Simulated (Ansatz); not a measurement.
# TaS2 under changes of volume

One of the cells (18.984 Å³/atom); the others are scaled copies at fixed shape and fractional positions:

```
Ta S
1.0
     3.35000    0.00000    0.00000
    -1.67500    2.90119    0.00000
     0.00000    0.00000    5.86000
Ta S
1 2
Direct
  0.00000 0.00000 0.00000
  0.66667 0.33333 0.75000
  0.33333 0.66667 0.25000
```

- Program: Ansatz 0.2.0
- Functional: PBEsol
- Potentials or basis: all-electron LAPW, scalar-relativistic
- Cutoff: 258 eV (chosen from the basis error)
- Basis error allowed: 0.002 eV/atom
- k mesh: 9 × 9 × 5
- Occupations: fermi-dirac, width 0.05 eV
- Spin: no spin polarisation

```tsv
volume (Å³/atom)	energy over the lowest point (meV/atom)	pressure (GPa)	largest force (eV/Å)
17.845	73.86	14.8	2.135
18.225	?	?	?
18.605	21.54	7.5	1.343
18.984	7.52	4.4	0.988
19.364	0.56	1.6	0.656
19.744	0.00	-1.0	0.347
20.123	5.23	-3.3	0.058
```

**Question.** What does the run at 18.225 Å³/atom give?

**Answer.** Energy over the lowest point 43.41 meV/atom; pressure 11.0 GPa; largest force 1.725 eV/Å.

Worked out: A Birch-Murnaghan fit of order 3 (a polynomial in V^(-2/3)) to the other rows has its minimum at 19.59 Å³/atom with B0 = V·E''(V) = 131 GPa and B' = 4.1 at fixed shape and positions, which overstates the stiffness. It gives 43.38 meV/atom at 18.225 Å³/atom, against the run's 43.41, and -dE/dV = 11.0 GPa, against 11.0.

Energies are extrapolated to zero smearing.

Caveats: this functional lacks dispersion, which binds the layers, so the pressure and a relaxed spacing across them are unreliable; forces of over 1 eV/Å show positions far from the minimum, so gaps and moduli don't describe the material at rest (some runs).

The runs don't all hold the same shells in valence.
